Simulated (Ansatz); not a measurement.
The system is MnS.

```xyz
4
Lattice="-1.8300 -1.0565 5.9418 1.8300 -1.0565 5.9418 0.0000 2.1131 5.9418" Properties=species:S:1:pos:R:3 pbc="T T T"
Mn    0.0000    0.0000    0.0000
Mn    0.0000    0.0000    8.9128
S     0.0000    0.0000    4.4564
S     0.0000    0.0000   13.3691
```

The cell is a database's computed one.

The cell isn't the ideal one: another cell of the same crystal, with 4 atoms.

Base run:

```yaml
Program: Ansatz 0.2.0
Functional: PBEsol
Potentials_or_basis: Ansatz PAW
Cutoff: 420 eV
Density_cutoff: 1680 eV
k_mesh: 9 × 9 × 9
Occupations: fermi-dirac, width 0.05 eV
Spin: collinear spin, antiferromagnetic start
Starting_moments: "[4.0, -4.0, 0.0, 0.0] μB"
Hubbard_terms: Mn d U = 6 eV
```

Its results: band gap on the k mesh 2.38 eV; pressure 4.3 GPa; net moment 0.00 μB per cell; site moments Mn +4.46, -4.46; S -0.00 μB.

Task: After a change of settings the same cell gave: band gap on the k mesh 2.08 eV; pressure 0.0 GPa; net moment 0.00 μB per cell; site moments Mn +4.33, -4.33; S -0.00 μB. Which change was it?
A. hubbard terms from Mn d U = 6 eV to Mn d U = 3 eV
B. hubbard terms from Mn d U = 6 eV to Mn d U = 4 eV
C. hubbard terms from Mn d U = 6 eV to none; hubbard projectors from ortho-atomic (the default) to none

Result: A.

Caveats: the magnetic or orbital state may not be the lowest; odd divisions of the mesh miss points on the zone boundary, where band edges often lie, so the gap on the mesh can be too wide; the PAW data sets come from PBE, with cores solved anew for the run's functional, which leaves a small shift of forces and pressure.

Not every run made on this cell is shown here.
